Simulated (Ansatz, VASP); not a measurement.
# Two plane-wave programs on Pd

Contents of POSCAR:

```
Pd
1.0
    0.0000000000      1.9567730079      1.9567730079
    1.9567730079      0.0000000000      1.9567730079
    1.9567730079      1.9567730079      0.0000000000
Pd
1
Direct
    0.0000000000      0.0000000000      0.0000000000
```

INCAR.step1

```
ALGO = Normal
EDIFF = 1E-4
ENCUT = 520
GGA = PE
ISMEAR = 1
ISPIN = 2
LASPH = True
LCHARG = False
LMAXMIX = 4
LREAL = False
LWAVE = True
MAGMOM = 0.436
NBANDS = 15
NELM = 150
PREC = Accurate
SIGMA = 0.6
```

INCAR.step2

```
ALGO = Normal
EDIFF = 1E-6
ENCUT = 520
ISIF = 2
ISMEAR = 1
ISPIN = 2
ISTART = 1
LASPH = True
LCHARG = True
LELF = True
LMAXMIX = 4
LMIXTAU = True
LORBIT = 11
LREAL = False
LVHAR = True
LWAVE = False
MAGMOM = 0.436
METAGGA = R2SCAN
NBANDS = 15
NELM = 150
PREC = Accurate
SIGMA = 0.6
```

The input KPOINTS:

```
k-points
0
Gamma
  14 14 14
```

Input for Ansatz:

```yaml
crystal:
  lattice:
    - [0.0, 1.9567730079, 1.9567730079]
    - [1.9567730079, 0.0, 1.9567730079]
    - [1.9567730079, 1.9567730079, 0.0]
  atoms:
    - { symbol: Pd, position: [0.0, 0.0, 0.0], spin: 0.436 }
hamiltonian:
  xc: r2scan
  pseudopotentials:
    kind: paw
    azcp:
      Pd: "pseudopotentials/Pd.paw.azcp"
basis:
  ecutwfc: 500
  fft_grid_basis: typed
kpoints:
  mp_grid: { grid: [14, 14, 14], shift: [0, 0, 0] }
magnetization:
  spin_polarized: true
scf:
  occupations: { method: methfessel_paxton, width: 0.6 }
  lower_state_search: "off"
output:
  stress: true
```

Alike in both runs: task single point; functional r2SCAN; k mesh 14 × 14 × 14; occupations methfessel-paxton of order 1, width 0.6 eV; collinear spin.

|  | VASP | Ansatz |
| --- | --- | --- |
| version | VASP 6.6.1 | Ansatz 0.2.0 |
| potentials or method | VASP PAW PBE potentials, release 64 (Pd) | plane waves (500 eV) with PAW, scalar-relativistic |
| plane-wave cutoff (eV) | 520 | 500 |
| valence electrons in the cell | 10 | 18 |

VASP gave:

| Quantity | Value |
| --- | --- |
| pressure (GPa) | 0.2 |
| net moment per atom (μB) | 0.01 |
| size of the moment on the site where the two differ most (μB) | 0.01 |

Problem. Estimate Ansatz's values.

Solution. Pressure (GPa): -0.5; net moment per atom (μB): 0.05; size of the moment on the site where the two differ most (μB): 0.06.

Site moments also hang on the region over which each program counts them. With one functional, cell and mesh, what is left measures potentials, basis and numerics. The two sets of potentials don't hold the same shells in valence. Ansatz warned: «stability_check_not_made».

Caveats: the PAW data sets were made with another functional, which shifts forces and pressure a little (VASP).
